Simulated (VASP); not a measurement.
# MnAs (Fm-3m) in VASP: single point with PBEsol

Aim: the single point of MnAs with PBEsol.

All numbers are computed with VASP 6.6.1; they aren't measurements. Logs are shortened: lines on timing, memory, paths and dates and some standing lists are left out, and cuts for length are marked.

### 1 Starting point

The structure is cubic, space group Fm-3m (No. 225). The conventional cell has a = 5.138 Å, b = 5.138 Å, c = 5.138 Å, α = 90.00°, β = 90.00°, γ = 90.00°. Around Mn (site symmetry m-3m) lie 6 As at 2.57 Å. Around As (site symmetry m-3m) lie 6 Mn at 2.57 Å.

The cell was built by a generator and needn't be a form met in nature.

### 2 Single point, PBEsol, collinear spin, typed start

File INCAR:

```
PREC     = Accurate       # precision mode
ENCUT    = 520            # plane-wave cutoff, eV
EDIFF    = 1E-6           # SCF threshold, eV
ISMEAR   = 0              # smearing method
SIGMA    = 0.1            # smearing width, eV
LREAL    = False          # projectors in reciprocal space
LASPH    = True           # aspherical terms in the spheres
NELM     = 150            # most SCF steps
ALGO     = Fast           # electronic algorithm
ISIF     = 2              # what is computed and relaxed
LWAVE    = False          # write WAVECAR
LCHARG   = True           # write CHGCAR
ISPIN    = 2              # spin polarisation
MAGMOM   = 4 4 4 0 0 0    # initial moments
LORBIT   = 11             # projections on sites
LMAXMIX  = 4              # l up to which the mixer works
GGA      = PS             # functional
LELF     = True           # ELF
LVHAR    = True         
NBANDS   = 40             # bands
```

File KPOINTS:

```
Automatic mesh
0
Gamma
  6 6 2
```

File POSCAR:

```
MnAs
1.0
    3.6334350000      0.0000000000      0.0000000000
   -1.8167170000      3.1466470000      0.0000000000
    0.0000000000      0.0000000000      8.9000610000
Mn As
3 3
Direct
    0.0000000000      0.0000000000      0.0000000000
    0.3333333300      0.6666666700      0.3333333300
    0.6666666700      0.3333333300      0.6666666700
    0.6666666700      0.3333333300      0.1666666700
    0.0000000000      0.0000000000      0.5000000000
    0.3333333300      0.6666666700      0.8333333300
```

Potentials or basis: VASP PAW PBE potentials, release 64 (Mn_pv, As).

Launch:

```sh
cat potpaw_PBE.64/Mn_pv/POTCAR potpaw_PBE.64/As/POTCAR > POTCAR
mpirun -np 1 vasp_std > vasp.out
```

OUTCAR:

```text
PREC = Accurate
   ENCUT = 520
   EDIFF = 1E-6
   ISMEAR = 0
   LREAL = False
   LASPH = True
   NELM = 150
   ISIF = 2
   ISPIN = 2
   LORBIT = 11
   GGA = PS

 ion  position               nearest neighbor table
   1  0.000  0.000  0.000-   4 2.57   6 2.57   6 2.57   4 2.57   4 2.57   6 2.57
   2  0.333  0.667  0.333-   5 2.57   4 2.57   4 2.57   5 2.57   4 2.57   5 2.57
   3  0.667  0.333  0.667-   5 2.57   6 2.57   6 2.57   5 2.57   6 2.57   5 2.57
   4  0.667  0.333  0.167-   1 2.57   2 2.57   2 2.57   1 2.57   2 2.57   1 2.57
   5  0.000  0.000  0.500-   2 2.57   3 2.57   2 2.57   3 2.57   3 2.57   2 2.57
   6  0.333  0.667  0.833-   1 2.57   3 2.57   3 2.57   1 2.57   3 2.57   1 2.57

  LATTYP: Found a hexagonal cell.
 ALAT       =     3.6334350000
 C/A-ratio  =     2.4494895326

  Lattice vectors:

 A1 = (   3.6334350000,   0.0000000000,   0.0000000000)
 A2 = (  -1.8167170000,   3.1466470000,   0.0000000000)
 A3 = (   0.0000000000,   0.0000000000,   8.9000610000)

Analysis of symmetry for initial positions (statically):
=====================================================================
 Subroutine PRICEL returns following result:

  LATTYP: Found a face centered cubic cell.
 ALAT       =     5.1384525901

  Lattice vectors:

 A1 = (   1.8167173152,  -1.0488823228,   2.9666869703)
 A2 = (   0.0000003152,   2.0977646772,   2.9666869703)
 A3 = (  -1.8167176303,  -1.0488823543,   2.9666870593)

   3 primitive cells build up your supercell.

 Routine SETGRP: Setting up the symmetry group for a
 hexagonal supercell.

 Subroutine GETGRP returns: Found 12 space group operations
 (whereof 12 operations were pure point group operations)
 out of a pool of 24 trial point group operations.

The static configuration has the point symmetry D_3d.

Analysis of symmetry for dynamics (positions and initial velocities):
=====================================================================
 Subroutine PRICEL returns following result:

  LATTYP: Found a face centered cubic cell.
 ALAT       =     5.1384525901

  Lattice vectors:

 A1 = (   1.8167173152,  -1.0488823228,   2.9666869703)
 A2 = (   0.0000003152,   2.0977646772,   2.9666869703)
 A3 = (  -1.8167176303,  -1.0488823543,   2.9666870593)

   3 primitive cells build up your supercell.

 Routine SETGRP: Setting up the symmetry group for a
 hexagonal supercell.

 Subroutine GETGRP returns: Found 12 space group operations
 (whereof 12 operations were pure point group operations)
 out of a pool of 24 trial point group operations.

The dynamic configuration has the point symmetry D_3d.

Analysis of structural, dynamic, and magnetic symmetry:
=====================================================================
 Subroutine PRICEL returns following result:

  LATTYP: Found a face centered cubic cell.
 ALAT       =     5.1384525901

  Lattice vectors:

 A1 = (   1.8167173152,  -1.0488823228,   2.9666869703)
 A2 = (   0.0000003152,   2.0977646772,   2.9666869703)
 A3 = (  -1.8167176303,  -1.0488823543,   2.9666870593)

   3 primitive cells build up your supercell.

 Routine SETGRP: Setting up the symmetry group for a
 hexagonal supercell.

 Subroutine GETGRP returns: Found 12 space group operations
 (whereof 12 operations were pure point group operations)
 out of a pool of 24 trial point group operations.

The overall configuration has the point symmetry D_3d.

 Subroutine INISYM returns: Found 12 space group operations
 (whereof 12 operations are pure point group operations),
 and found     3 'primitive' translations

----------------------------------------------------------------------------------------

                                     Primitive cell

  volume of cell :      33.9185

  direct lattice vectors                    reciprocal lattice vectors
     1.816717315 -1.048882323  2.966686970     0.275221665 -0.158899337  0.112358780
     0.000000315  2.097764677  2.966686970    -0.000000000  0.317798596  0.112358780
    -1.816717630 -1.048882354  2.966687059    -0.275221657 -0.158899254  0.112358780

  length of vectors
     3.633434671  3.633434769  3.633434911     0.337076341  0.337076317  0.337076295

  position of ions in fractional coordinates (direct lattice)
     0.000000000  0.000000000  0.000000000
     0.500000030  0.500000000  0.500000000

  ion indices of the primitive-cell ions
   primitive index   ion index
                 1           1
                 2           4

----------------------------------------------------------------------------------------

 KPOINTS: Automatic mesh

Automatic generation of k-mesh.
 Grid dimensions read from file:
 generate k-points for:    6    6    2

 Generating k-lattice:

  Cartesian coordinates                     Fractional coordinates (reciprocal lattice)
     0.045870276  0.026483209  0.000000000     0.166666667  0.000000000  0.000000000
     0.000000000  0.052966433  0.000000000     0.000000000  0.166666667  0.000000000
     0.000000000  0.000000000  0.056179390     0.000000000  0.000000000  0.500000000

  Length of vectors
     0.052966429  0.052966433  0.056179390

  Shift w.r.t. Gamma in fractional coordinates (k-lattice)
     0.000000000  0.000000000  0.000000000

 Subroutine IBZKPT returns following result:
 ===========================================

 Found     14 irreducible k-points:

 Following reciprocal coordinates:
            Coordinates               Weight
  0.000000  0.000000  0.000000      1.000000
  0.166667  0.000000  0.000000      6.000000
  0.333333  0.000000  0.000000      6.000000
  0.500000  0.000000  0.000000      3.000000
  0.166667  0.166667  0.000000      6.000000
  0.333333  0.166667  0.000000     12.000000
  0.333333  0.333333  0.000000      2.000000
  0.000000  0.000000  0.500000      1.000000
  0.166667  0.000000  0.500000      6.000000
  0.333333  0.000000  0.500000      6.000000
  0.500000  0.000000  0.500000      3.000000
  0.166667  0.166667  0.500000      6.000000
  0.333333  0.166667  0.500000     12.000000
  0.333333  0.333333  0.500000      2.000000
   k-points           NKPTS =     14   k-points in BZ     NKDIM =     14   number of bands    NBANDS=     40
   number of dos      NEDOS =    301   number of ions     NIONS =      6
   total plane-waves  NPLWV =  54880
   dimension x,y,z NGX =    28 NGY =   28 NGZ =   70
   dimension x,y,z NGXF=    56 NGYF=   56 NGZF=  140
   ions per type =               3   3
   NGX,Y,Z   is equivalent  to a cutoff of  12.81, 12.81, 13.08 a.u.
   NGXF,Y,Z  is equivalent  to a cutoff of  25.62, 25.62, 26.15 a.u.
 SYSTEM =  unknown system
   PREC   = accura    normal or accurate (medium, high low for compatibility)
   ISTART =      0    job   : 0-new  1-cont  2-samecut
   ICHARG =      2    charge: 1-file 2-atom 10-const
   ISPIN  =      2    spin polarized calculation?
   LNONCOLLINEAR =      F non collinear calculations
   LSORBIT =      F    spin-orbit coupling
   LASPH  =      T    aspherical Exc in radial PAW
   ENCUT  =  520.0 eV  38.22 Ry    6.18 a.u.   6.76  6.76 16.55*2*pi/ulx,y,z
   NELM   =    150;   NELMIN=  2; NELMDL= -5     # of ELM steps
   EDIFF  = 0.1E-05   stopping-criterion for ELM
   LREAL  =      F    real-space projection
   EDIFFG = 0.1E-04   stopping-criterion for IOM
   NSW    =      0    number of steps for IOM
   IBRION =     -1    ionic relax: 0-MD 1-quasi-New 2-CG
   NFREE  =      0    steps in history (QN), initial steepest desc. (CG)
   ISIF   =      2    stress and relaxation
   ISYM   =      2    0-nonsym 1-usesym 2-fastsym
   POTIM  = 0.5000    time-step for ionic-motion
   TEBEG  =    0.0;   TEEND  =   0.0 temperature during run
   PSTRESS=    0.0 pullay stress
   NELECT =      54.0000    total number of electrons
   NUPDOWN=      -1.0000    fix difference up-down
   EMIN   =  10.00;   EMAX   =-10.00  energy-range for DOS
   EFERMI =   0.00;   METHOD = LEGACY
   ISMEAR =     0;   SIGMA  =   0.10  broadening in eV -4-tet -1-fermi 0-gaus
   EFERMI_NEDOS =   21; number of points for ismear=-14 and -15
   IALGO  =     68    algorithm
   IMIX   =      4    mixing-type and parameters
     AMIX     =   0.40;   BMIX     =  1.00
     AMIX_MAG =   1.60;   BMIX_MAG =  1.00
  volume/ion in A,a.u.               =      16.96       114.45
  Fermi-wavevector in a.u.,A,eV,Ry     =   1.325419  2.504679 23.901848  1.756736
  Thomas-Fermi vector in A             =   2.454882
   LORBIT       =     11    0 simple, 1 ext, 2 COOP (PROOUT), +10 PAW based schemes
   GGA     = PS    functional components
   LHFCALC =     F    Hartree Fock is set to
   AEXX    =    0.0000 exact exchange contribution
   IVDW    =     0    specifies the selected vdW correction
   LEPSILON=     F    determine dielectric tensor
   LRPA    =     F    only Hartree local field effects (RPA)
 spin polarized calculation
 RMM-DIIS sequential band-by-band and
 Gauss-broadening in eV      SIGMA  =   0.10
  energy-cutoff  :      520.00
  volume of cell :      101.76
 maximum number of plane-waves:      2793
 NGX is ok and might be reduce to    28
   NGX = 13   NGY = 13   NGZ = 33

 number of electron      53.9999992 magnetization      10.9891123

 Free energy of the ion-electron system (eV)
  ---------------------------------------------------
  ext. energy  EPLUGINS =         0.00000000
  ---------------------------------------------------
  free energy    TOTEN  =       -44.54826908 eV

  energy without entropy =      -44.53614042  energy(sigma->0) =      -44.54220475

 E-fermi :   6.7323     XC(G=0): -11.3241

 val. band max:        6.7316726400   @ k =   0.1667   0.1667   0.0000
 cond. band min:       6.7704274818   @ k =   0.0000   0.0000   0.0000
 fundamental gap:      0.0387548418
 Fermi energy:         6.7322631548

 spin component 1

 k-point     1 :       0.0000    0.0000    0.0000
  band No.  band energies     occupation
      1     -43.3000      1.00000
      2     -43.3000      1.00000
      3     -43.2918      1.00000
      4     -43.2899      1.00000
      5     -43.2899      1.00000
      6     -43.2899      1.00000
[... 31 lines left out ...]
     38      11.5139      0.00000
     39      11.8239      0.00000
[... 544 lines left out ...]
     38      13.3358      0.00000
     39      13.3648      0.00000
 Fermi energy:         6.7322631548

 spin component 2

 k-point     1 :       0.0000    0.0000    0.0000
  band No.  band energies     occupation
      1     -39.5585      1.00000
      2     -39.5585      1.00000
      3     -39.5495      1.00000
      4     -39.5495      1.00000
      5     -39.5495      1.00000
      6     -39.5495      1.00000
[... 31 lines left out ...]
     38      12.0190      0.00000
     39      12.4609      0.00000
[... 544 lines left out ...]
     38      13.9528      0.00000
     39      13.9530      0.00000
 [bands above 39 left out]

------------------------ aborting loop because EDIFF is reached ----------------------------------------

  FORCE on cell =-STRESS in cart. coord.  units (eV):
  Direction    XX          YY          ZZ          XY          YZ          ZX
  --------------------------------------------------------------------------------------
  -------------------------------------------------------------------------------------
  Total       -1.9160161     -1.9160161     -2.2114331     -0.0000003      0.0000000     -0.0000000
  in kB      -30.1683341    -30.1683339    -34.8197769     -0.0000048      0.0000000     -0.0000000
  external PRESSURE =     -31.7188150 kB  Pullay stress =       0.0000000 kB

 VOLUME and BASIS-vectors are now :
 -----------------------------------------------------------------------------
  energy-cutoff  :      520.00
  volume of cell :      101.76
      direct lattice vectors                 reciprocal lattice vectors
     3.633435000  0.000000000  0.000000000     0.275221657  0.158899254  0.000000000
    -1.816717000  3.146647000  0.000000000     0.000000000  0.317798596  0.000000000
     0.000000000  0.000000000  8.900061000     0.000000000  0.000000000  0.112358780

 POSITION                                       TOTAL-FORCE (eV/Angst)
 -----------------------------------------------------------------------------------
      0.00000      0.00000      0.00000        -0.000000     -0.000000      0.000000
      0.00000      2.09776      2.96669         0.000000     -0.000000      0.000000
      1.81672      1.04888      5.93337        -0.000000      0.000000     -0.000000
      1.81672      1.04888      1.48334         0.000000     -0.000000      0.000000
      0.00000      0.00000      4.45003         0.000000     -0.000000      0.000000
      0.00000      2.09776      7.41672         0.000000     -0.000000      0.000000
 -----------------------------------------------------------------------------------
    total drift:                                0.000000     -0.000000      0.000000

  FREE ENERGIE OF THE ION-ELECTRON SYSTEM (eV)
  ---------------------------------------------------
  free  energy   TOTEN  =       -44.5482690808 eV

  energy  without entropy=      -44.5361404151  energy(sigma->0) =      -44.54220475

 total charge

# of ion       s       p       d       tot
------------------------------------------
    1        0.290   6.220   5.016  11.526
    2        0.290   6.220   5.016  11.526
    3        0.290   6.220   5.016  11.526
    4        1.233   1.535   0.045   2.813
    5        1.233   1.535   0.045   2.813
    6        1.233   1.535   0.045   2.813
--------------------------------------------------
tot          4.570  23.265  15.183  43.017

 magnetization (x)

# of ion       s       p       d       tot
------------------------------------------
    1        0.068   0.033   3.490   3.592
    2        0.068   0.033   3.490   3.592
    3        0.068   0.033   3.490   3.592
    4        0.016  -0.111   0.014  -0.081
    5        0.016  -0.111   0.014  -0.081
    6        0.016  -0.111   0.014  -0.081
--------------------------------------------------
tot          0.252  -0.233  10.513  10.532
```

It took 3.9 min on 1 thread of Intel Xeon Platinum 8375C at 2.90GHz (Ice Lake), shared host; peak memory 0.3 GiB.

What came out:

| Property | Result |
| --- | --- |
| Free energy | -44.5483 eV |
| Pressure | -3.2 GPa |
| Band gap on the k mesh | none (metal or under the smearing width) |
| Net moment | 10.99 μB per cell |
| Site moments | Mn +3.59; As -0.08 μB |
| Valence electrons inside the program's atomic spheres | Mn 11.53; As 2.81 |

Stress tensor (GPa, compression positive):
```
-3.02  0.00  0.00
 0.00 -3.02  0.00
 0.00  0.00 -3.48
```

Levels at points of the mesh, in eV from the Fermi level:
Spin up:
| k point | band 28 | band 29 | band 30 | band 31 | band 32 | band 33 | band 34 | band 35 | band 36 | band 37 |
| --- | --- | --- | --- | --- | --- | --- | --- | --- | --- | --- |
| (0.00, 0.00, 0.00) | -1.84 | -1.84 | 0.97 | 0.97 | 0.97 | 2.46 | 2.46 | 2.46 | 2.46 | 4.78 |
| (0.50, 0.00, 0.00) | -1.98 | -1.98 | -1.80 | -1.80 | -1.34 | 0.96 | 0.96 | 1.46 | 1.46 | 1.82 |
| (0.00, 0.00, 0.50) | -1.95 | -0.78 | -0.78 | 1.49 | 1.49 | 1.49 | 1.49 | 3.03 | 3.03 | 4.10 |
| (0.50, 0.00, 0.50) | -2.00 | -2.00 | -1.94 | -0.79 | -0.79 | -0.52 | -0.52 | 3.03 | 3.03 | 3.21 |
Spin down:
| k point | band 19 | band 20 | band 21 | band 22 | band 23 | band 24 |
| --- | --- | --- | --- | --- | --- | --- |
| (0.00, 0.00, 0.00) | 0.04 | 0.04 | 0.05 | 0.05 | 0.06 | 0.74 |
| (0.50, 0.00, 0.00) | -2.30 | -1.64 | -1.64 | -1.16 | 0.47 | 0.69 |
| (0.00, 0.00, 0.50) | -1.09 | -1.09 | -1.09 | 0.26 | 0.26 | 0.26 |
| (0.50, 0.00, 0.50) | -2.43 | -1.94 | -1.94 | -0.18 | -0.18 | 1.01 |

Caveat: the PAW data sets were made with another functional, which shifts forces and pressure a little.
